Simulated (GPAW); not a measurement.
Crystal: SiC (Moissanite).

```
CELL_PARAMETERS angstrom
3.07600 0.00000 0.00000
-1.53800 2.66389 0.00000
0.00000 0.00000 5.04800
ATOMIC_POSITIONS crystal
Si 0.66667 0.33333 0.50000
Si 0.33333 0.66667 0.00000
C 0.66667 0.33333 0.88500
C 0.33333 0.66667 0.38500
```

Base run:

```yaml
Program: GPAW 26.7.0
Functional: vdW-DF-cx
Potentials_or_basis: GPAW PAW data sets (gpaw-data 1.2.1)
Cutoff: 800 eV
Basis: pw
k_mesh: 9 × 9 × 5
Occupations: fermi-dirac, width 0.05 eV
Spin: no spin polarisation
```

Its results: band gap on the k mesh 2.25 eV, indirect (least direct gap 4.09 eV); largest force 0.785 eV/Å.

Question: After a change of settings the same cell gave: band gap on the k mesh 2.71 eV, indirect (least direct gap 4.65 eV); largest force 0.774 eV/Å. Which change was it?
A. functional from vdW-DF-cx to optB88-vdW
B. functional from vdW-DF-cx to vdW-DF2
C. functional from vdW-DF-cx to revPBE; potentials or basis from GPAW PAW data sets (gpaw-data 1.2.1) to the program's PAW data sets (release 1.2.1) made for this functional
D. functional from vdW-DF-cx to r2SCAN

Answer: D.

Caveats: the PAW data sets were made with another functional, which shifts forces and pressure a little.

Runs at the PBE level aren't shown here.
